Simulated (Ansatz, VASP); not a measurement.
# Two plane-wave programs on CoO

The input INCAR:

```
  ALGO = Normal
  EDIFF = 1E-7
  ENCUT = 520
  GGA = PE
  ISIF = 2
  ISMEAR = -1
  ISPIN = 2
  LASPH = T
  LCHARG = F
  LMAXMIX = 4
  LORBIT = 11
  LREAL = F
  LWAVE = F
  MAGMOM = 2 0
  NBANDS = 18
  NELM = 150
  PREC = Accurate
  SIGMA = 0.05
```

File KPOINTS:

```
k-points
0
Gamma
  12 12 12
```

POSCAR

```
CoO
1.0
   -1.5375761362      1.5375761362      2.1485766095
    1.5375761362     -1.5375761362      2.1485766095
    1.5375761362      1.5375761362     -2.1485766095
Co O
1 1
Direct
    0.0000000000      0.0000000000      0.0000000000
    0.5000000000      0.5000000000      0.0000000000
```

Contents of input.yaml:

```yaml
crystal:
  lattice:
    - [-1.5375761362, 1.5375761362, 2.1485766095]
    - [1.5375761362, -1.5375761362, 2.1485766095]
    - [1.5375761362, 1.5375761362, -2.1485766095]
  atoms:
    - { symbol: Co, position: [0.0, 0.0, 0.0], spin: 2.0 }
    - { symbol: O, position: [0.5, 0.5, 0.0] }
hamiltonian:
  xc: pbe
  pseudopotentials: { kind: paw }
magnetization:
  spin_polarized: true
kpoints:
  mp_grid: { grid: [12, 12, 12] }
scf:
  occupations: { method: fermi_dirac, width: 0.05 }
output:
  forces: true
  stress: true
  eigenvalues: true
```

Change from the starting cell: volume scaled by 1.06.

Alike in both runs: task single point; functional PBE; k mesh 12 × 12 × 12; occupations fermi-dirac, width 0.05 eV; collinear spin, ferromagnetic start.

|  | VASP | Ansatz |
| --- | --- | --- |
| version | VASP 6.6.1 | Ansatz 0.2.0 |
| potentials or method | VASP PAW PBE potentials, release 64 (Co, O) | Ansatz PAW |
| plane-wave cutoff (eV) | 520 | 420 |
| valence electrons in the cell | 15 | 23 |

|  | VASP | Ansatz | Ansatz less VASP |
| --- | --- | --- | --- |
| gap on the k mesh at the Fermi level (eV) | none | none | - |
| pressure (GPa) | -9.5 | -9.1 | +0.37 |
| largest component of the traceless stress (GPa) | 0.16 | 0.18 | +0.021 |
| net moment per atom (μB) | 1.49 | 1.49 | +0.005 |
| size of the moment on the site where the two differ most (μB) | 2.61 | 2.54 | -0.071 |

Site moments also hang on the region over which each program counts them. A gap of «none» marks a metal or a gap that the smearing closes. With one functional, cell and mesh, what is left measures potentials, basis and numerics. The two sets of potentials don't hold the same shells in valence.

Caveats: a cell with one magnetic atom can't hold antiferromagnetic order, which such compounds often take; semilocal functionals often make such compounds metallic where correlation or magnetic order opens a gap, which also shifts bond lengths; the pressure holds a Pulay correction of +0.7 GPa for the finite cutoff (Ansatz).
